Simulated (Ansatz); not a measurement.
**GaP: computed DOS**

```
CELL_PARAMETERS angstrom
0.00000 2.72525 2.72525
2.72525 0.00000 2.72525
2.72525 2.72525 0.00000
ATOMIC_POSITIONS crystal
Ga 0.00000 0.00000 0.00000
P 0.75000 0.75000 0.75000
```

Conventional cell: a = 5.451 Å, b = 5.451 Å, c = 5.451 Å, α = 90.00°, β = 90.00°, γ = 90.00°. Around Ga (atom 1) lie 4 P at 2.36 Å. P (atom 2) has 4 Ga at 2.36 Å as nearest neighbours.

The cell comes from COD entry 9008846, which wasn't checked; take it as a given geometry.

These are results of DFT, LDA, all-electron LAPW, scalar-relativistic (Ansatz 0.2.0), not measurements.

Numerical set-up: a Γ-centred 10×10×10 k mesh, Fermi–Dirac smearing of 0.05 eV, basis error target 0.5 meV/atom, no spin polarisation.

States per eV and cell, averaged over 0.4 eV, from -9.9 to 3.1 eV, with energies (bin centres) from the valence-band top; empty bins are left out. The partial columns, the largest 4 alone, are projections on Löwdin-orthogonalised atomic shells (those that the program's projection atoms carry: the occupied ones and, for some elements, an empty d or f shell; other empty shells have no column), summed over atoms of an element. Weights on diffuse s and p shells depend on that basis and aren't pure angular character.

```tsv
E (eV)	total	P 3p	Ga 4p	Ga 4s	P 3s
-9.8	1.15	0.03	0.30	0.08	0.70
-9.4	0.31	0.00	0.08	0.01	0.20
-6.6	1.43	0.65	0.11	0.61	0.05
-6.2	1.17	0.52	0.13	0.42	0.09
-5.8	0.62	0.28	0.07	0.20	0.07
-5.4	0.42	0.19	0.05	0.12	0.06
-5.0	0.33	0.15	0.04	0.09	0.05
-4.6	0.24	0.11	0.03	0.06	0.04
-4.2	0.20	0.10	0.02	0.05	0.03
-3.8	1.10	0.63	0.37	0.05	0.03
-3.4	1.04	0.60	0.33	0.06	0.03
-3.0	1.19	0.70	0.38	0.06	0.03
-2.6	1.56	0.97	0.49	0.05	0.03
-2.2	1.48	0.95	0.45	0.04	0.02
-1.8	1.41	0.95	0.40	0.03	0.02
-1.4	1.36	0.96	0.36	0.02	0.01
-1.0	0.86	0.63	0.20	0.01	0.01
-0.6	0.43	0.33	0.08	0.00	0.00
-0.2	0.14	0.11	0.02	0.00	0.00
1.4	0.02	0.00	0.01	0.00	0.00
1.8	0.33	0.05	0.12	0.07	0.05
2.2	0.90	0.19	0.28	0.21	0.13
2.6	1.85	0.46	0.50	0.46	0.23
3.0	1.62	0.46	0.43	0.37	0.16
```

Which of the resolved shells contributes most in the top eV of the valence band?

P 3p, with 77 % of all states there; Ga 4p follows with 20 %.
